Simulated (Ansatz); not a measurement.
## Al under strain

The calculation used DFT PBEsol+D3(BJ), scalar-relativistic, plane waves, PAW in Ansatz 0.2.0. Run with 420 eV cutoff, 24×24×12 k-mesh, Gaussian smearing of 0.10 eV, no spin polarisation.

Reference structure (relaxed):

```yaml
crystal:
  lattice:
    - [2.79026, 0.00000, 0.00000]
    - [-1.39513, 2.41644, 0.00000]
    - [0.00000, 0.00000, 4.64792]
  atoms:
    - { symbol: Al, position: [0.66667, 0.33333, 0.75000] }
    - { symbol: Al, position: [0.33333, 0.66667, 0.25000] }
```

Deformation: shear that moves c along a by the strain times its height over the a-b plane, the cell held and the atoms relaxed, all within the symmetry that the strain leaves. Energies are extrapolated to zero smearing. On this cell's mesh the reference holds a stress of up to 0.52 GPa.

Q: Give the structure at +1.0 %.

A:
```yaml
crystal:
  lattice:
    - [2.79026, 0.00000, 0.00000]
    - [-1.39513, 2.41644, 0.00000]
    - [0.04648, 0.00000, 4.64792]
  atoms:
    - { symbol: Al, position: [0.66667, 0.33333, 0.75000] }
    - { symbol: Al, position: [0.33333, 0.66667, 0.25000] }
```
Space group C2/c (15), 0.2 meV/atom over the relaxed crystal.

This form isn't the element's structure at ambient conditions.